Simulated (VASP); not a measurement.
# Mg (Im-3m) in VASP: density of states with r2SCAN

Aim: the density of states of Mg with r2SCAN.

Program: VASP 6.6.1. These are calculated values, not measurements. Logs are shortened: lines on timing, memory, paths and dates and some standing lists are left out, and cuts for length are marked.

### Step 1. Starting point

Symmetry: Im-3m, No. 229, cubic system. Conventional cell: a = 3.558 Å, b = 3.558 Å, c = 3.558 Å, α = 90.00°, β = 90.00°, γ = 90.00°. Mg (site symmetry m-3m) has 8 Mg at 3.08 Å as nearest neighbours.

The cell was built by a generator and needn't be a form met in nature.

### Step 2. Density of states, r2SCAN

File INCAR:

```
PREC     = Accurate       # precision mode
ENCUT    = 520            # plane-wave cutoff, eV
EDIFF    = 1E-6           # SCF threshold, eV
ISMEAR   = -5             # smearing method
SIGMA    = 0.05           # smearing width, eV
LREAL    = F              # projectors in reciprocal space
LASPH    = T              # aspherical terms in the spheres
NELM     = 100            # most SCF steps
ALGO     = Normal         # electronic algorithm
ISIF     = 2              # what is computed and relaxed
LWAVE    = F              # write WAVECAR
LCHARG   = F              # write CHGCAR
METAGGA  = R2SCAN         # meta-GGA
LMIXTAU  = T            
LORBIT   = 11             # projections on sites
NEDOS    = 1001           # points of the DOS
```

File KPOINTS:

```
Automatic mesh
0
Gamma
  16 16 16
```

File POSCAR:

```
Mg
1.0
   -1.7788339266      1.7788339266      1.7788339266
    1.7788339266     -1.7788339266      1.7788339266
    1.7788339266      1.7788339266     -1.7788339266
Mg
1
Direct
    0.0000000000      0.0000000000      0.0000000000
```

Potentials or basis: VASP PAW PBE potentials, release 64 (Mg).

Run with:

```console
$ cat potpaw_PBE.64/Mg/POTCAR > POTCAR
$ mpirun -np 1 vasp_std > vasp.out
```

OUTCAR:

```text
PREC = Accurate
   ENCUT = 520
   EDIFF = 1E-6
   ISMEAR = -5
   LREAL = F
   LASPH = T
   NELM = 100
   ISIF = 2
   METAGGA = R2SCAN
   LORBIT = 11

 ion  position               nearest neighbor table
   1  0.000  0.000  0.000-

  LATTYP: Found a body centered cubic cell.
 ALAT       =     3.5576678532

  Lattice vectors:

 A1 = (  -1.7788339266,   1.7788339266,   1.7788339266)
 A2 = (   1.7788339266,  -1.7788339266,   1.7788339266)
 A3 = (   1.7788339266,   1.7788339266,  -1.7788339266)

Analysis of symmetry for initial positions (statically):
=====================================================================
 Subroutine PRICEL returns:
 Original cell was already a primitive cell.

 Routine SETGRP: Setting up the symmetry group for a
 body centered cubic supercell.

 Subroutine GETGRP returns: Found 48 space group operations
 (whereof 48 operations were pure point group operations)
 out of a pool of 48 trial point group operations.

The static configuration has the point symmetry O_h .

Analysis of symmetry for dynamics (positions and initial velocities):
=====================================================================
 Subroutine PRICEL returns:
 Original cell was already a primitive cell.

 Routine SETGRP: Setting up the symmetry group for a
 body centered cubic supercell.

 Subroutine GETGRP returns: Found 48 space group operations
 (whereof 48 operations were pure point group operations)
 out of a pool of 48 trial point group operations.

The dynamic configuration has the point symmetry O_h .

 Subroutine INISYM returns: Found 48 space group operations
 (whereof 48 operations are pure point group operations),
 and found     1 'primitive' translations

----------------------------------------------------------------------------------------

                                     Primitive cell

  volume of cell :      22.5147

  direct lattice vectors                    reciprocal lattice vectors
    -1.778833927  1.778833927  1.778833927     0.000000000  0.281083013  0.281083013
     1.778833927 -1.778833927  1.778833927     0.281083013  0.000000000  0.281083013
     1.778833927  1.778833927 -1.778833927     0.281083013  0.281083013  0.000000000

  length of vectors
     3.081030739  3.081030739  3.081030739     0.397511409  0.397511409  0.397511409

  position of ions in fractional coordinates (direct lattice)
     0.000000000  0.000000000  0.000000000

[... 79 lines left out ...]
   EDIFFG = 0.1E-04   stopping-criterion for IOM
   NSW    =      0    number of steps for IOM
   IBRION =     -1    ionic relax: 0-MD 1-quasi-New 2-CG
   NFREE  =      0    steps in history (QN), initial steepest desc. (CG)
   ISIF   =      2    stress and relaxation
   ISYM   =      2    0-nonsym 1-usesym 2-fastsym
   POTIM  = 0.5000    time-step for ionic-motion
   TEBEG  =    0.0;   TEEND  =   0.0 temperature during run
   PSTRESS=    0.0 pullay stress
   NELECT =       2.0000    total number of electrons
   NUPDOWN=      -1.0000    fix difference up-down
   EMIN   =  10.00;   EMAX   =-10.00  energy-range for DOS
   EFERMI =   0.00;   METHOD = LEGACY
   ISMEAR =    -5;   SIGMA  =   0.05  broadening in eV -4-tet -1-fermi 0-gaus
   EFERMI_NEDOS =   21; number of points for ismear=-14 and -15
   IALGO  =     38    algorithm
   IMIX   =      4    mixing-type and parameters
     AMIX     =   0.40;   BMIX     =  1.00
     AMIX_MAG =   1.60;   BMIX_MAG =  1.00
  volume/ion in A,a.u.               =      22.51       151.94
  Fermi-wavevector in a.u.,A,eV,Ry     =   0.730459  1.380368  7.259674  0.533571
  Thomas-Fermi vector in A             =   1.822435
   LORBIT       =     11    0 simple, 1 ext, 2 COOP (PROOUT), +10 PAW based schemes
   METAGGA = R2SCAN    functional components
   LHFCALC =     F    Hartree Fock is set to
   AEXX    =    0.0000 exact exchange contribution
   IVDW    =     0    specifies the selected vdW correction
   LEPSILON=     F    determine dielectric tensor
   LRPA    =     F    only Hartree local field effects (RPA)
 non-spin polarized calculation
 Fermi weights with tetrahedron method with Bloechl corrections
  energy-cutoff  :      520.00
  volume of cell :       22.51
 maximum number of plane-waves:       622
   NGX = 11   NGY = 11   NGZ = 11

 number of electron       2.0000000 magnetization

 Free energy of the ion-electron system (eV)
  ---------------------------------------------------
  ext. energy  EPLUGINS =         0.00000000
  ---------------------------------------------------
  free energy    TOTEN  =        -4.12083360 eV

  energy without entropy =       -4.12083360  energy(sigma->0) =       -4.12083360

 E-fermi :   2.8508     XC(G=0):  -9.1027

 val. band max:        3.0634096497   @ k =   0.3125   0.3125   0.0625
 cond. band min:       2.6280808453   @ k =   0.3750   0.1250   0.1250
 fundamental gap:     -0.4353288045
 Fermi energy:         2.8508048652

 k-point     1 :       0.0000    0.0000    0.0000
  band No.  band energies     occupation
      1      -4.7208      2.00000
      2      16.8054      0.00000
      3      16.8054      0.00000
      4      16.8054      0.00000
      5      18.9829      0.00000
[... 177 lines left out ...]
 k-point    24 :       0.2500    0.1875    0.0000
  band No.  band energies     occupation
      1      -1.1210      2.00000
      2       6.2823      0.00000
      3       8.0869      0.00000
      4      12.5222      0.00000
      5      16.7088      0.00000

 [... further k-points ...]

------------------------ aborting loop because EDIFF is reached ----------------------------------------

  FORCE on cell =-STRESS in cart. coord.  units (eV):
  Direction    XX          YY          ZZ          XY          YZ          ZX
  --------------------------------------------------------------------------------------
  -------------------------------------------------------------------------------------
  Total       -0.0649740     -0.0649740     -0.0649740     -0.0000000     -0.0000000      0.0000000
  in kB       -4.6236423     -4.6236423     -4.6236423     -0.0000000     -0.0000000      0.0000000
  external PRESSURE =      -4.6236423 kB  Pullay stress =       0.0000000 kB

 VOLUME and BASIS-vectors are now :
 -----------------------------------------------------------------------------
  energy-cutoff  :      520.00
  volume of cell :       22.51
      direct lattice vectors                 reciprocal lattice vectors
    -1.778833927  1.778833927  1.778833927     0.000000000  0.281083013  0.281083013
     1.778833927 -1.778833927  1.778833927     0.281083013  0.000000000  0.281083013
     1.778833927  1.778833927 -1.778833927     0.281083013  0.281083013  0.000000000

 POSITION                                       TOTAL-FORCE (eV/Angst)
 -----------------------------------------------------------------------------------
      0.00000      0.00000      0.00000         0.000000     -0.000000      0.000000
 -----------------------------------------------------------------------------------
    total drift:                                0.000000      0.000000      0.000000

  FREE ENERGIE OF THE ION-ELECTRON SYSTEM (eV)
  ---------------------------------------------------
  free  energy   TOTEN  =        -4.1208335988 eV

  energy  without entropy=       -4.1208335988  energy(sigma->0) =       -4.12083360

 total charge

# of ion       s       p       d       tot
------------------------------------------
    1        0.192   0.132   0.012   0.336
```

OSZICAR:

```text
N       E                     dE             d eps       ncg     rms          rms(c)
DAV:   1    -0.312648622012E+01   -0.31265E+01   -0.75438E+02  1575   0.271E+02
DAV:   2    -0.413172659001E+01   -0.10052E+01   -0.97984E+00  1845   0.175E+01
DAV:   3    -0.413748197679E+01   -0.57554E-02   -0.58363E-02  2045   0.166E+00
DAV:   4    -0.413749628840E+01   -0.14312E-04   -0.14264E-04  2075   0.616E-02
DAV:   5    -0.413749636066E+01   -0.72263E-07   -0.71500E-07  1985   0.292E-03    0.690E-01
DAV:   6    -0.412610576225E+01    0.11391E-01   -0.84823E-02  1695   0.158E+00    0.528E-01
DAV:   7    -0.422585475170E+01   -0.99749E-01   -0.30126E-02  1495   0.108E+00    0.336E-01
DAV:   8    -0.412523250430E+01    0.10062E+00   -0.38889E-02  1475   0.115E+00    0.214E-02
DAV:   9    -0.412918730669E+01   -0.39548E-02   -0.10423E-02  1520   0.579E-01    0.269E-02
DAV:  10    -0.412330738693E+01    0.58799E-02   -0.27191E-04  1650   0.163E-01    0.274E-02
DAV:  11    -0.412143304567E+01    0.18743E-02   -0.95253E-04  1585   0.230E-01    0.413E-03
DAV:  12    -0.412083266853E+01    0.60038E-03   -0.15669E-04  1625   0.647E-02    0.228E-03
DAV:  13    -0.412083359884E+01   -0.93031E-06   -0.22787E-06  1870   0.118E-02
   1 F= -.41208336E+01 E0= -.41208336E+01  d E =0.000000E+00
```

Wall time 18 s (1 thread of Intel Xeon 6975P-C (Granite Rapids), shared host); peak memory 0.16 GiB.

Results:

```
Free energy                                           : -4.1208 eV
Pressure                                              : -0.5 GPa
Band gap on the k mesh                                : none (metal or under the smearing width)
Valence electrons inside the program's atomic spheres : Mg 0.34
```

States per cell in windows of 1 eV (zero at the Fermi level; states under -8 eV left out):
| from (eV) | total | Mg1_p | Mg1_s | Mg1_d |
| --- | --- | --- | --- | --- |
| -8.0 | 0.04 | 0.00 | 0.01 | 0.00 |
| -7.0 | 0.14 | 0.00 | 0.02 | 0.00 |
| -6.0 | 0.20 | 0.01 | 0.03 | 0.00 |
| -5.0 | 0.25 | 0.01 | 0.03 | 0.00 |
| -4.0 | 0.30 | 0.02 | 0.03 | 0.00 |
| -3.0 | 0.35 | 0.03 | 0.03 | 0.00 |
| -2.0 | 0.39 | 0.04 | 0.02 | 0.00 |
| -1.0 | 0.33 | 0.03 | 0.02 | 0.00 |
| 0.0 | 0.45 | 0.04 | 0.04 | 0.01 |
| 1.0 | 0.43 | 0.04 | 0.02 | 0.01 |
| 2.0 | 0.45 | 0.04 | 0.03 | 0.01 |
| 3.0 | 0.50 | 0.05 | 0.03 | 0.02 |
| 4.0 | 0.56 | 0.06 | 0.03 | 0.02 |
| 5.0 | 0.55 | 0.06 | 0.03 | 0.03 |
| 6.0 | 0.55 | 0.06 | 0.03 | 0.03 |
| 7.0 | 0.55 | 0.05 | 0.03 | 0.04 |

Caveat: the PAW data sets were made with another functional, which shifts forces and pressure a little; tetrahedron occupations give inexact forces and stress in metals.
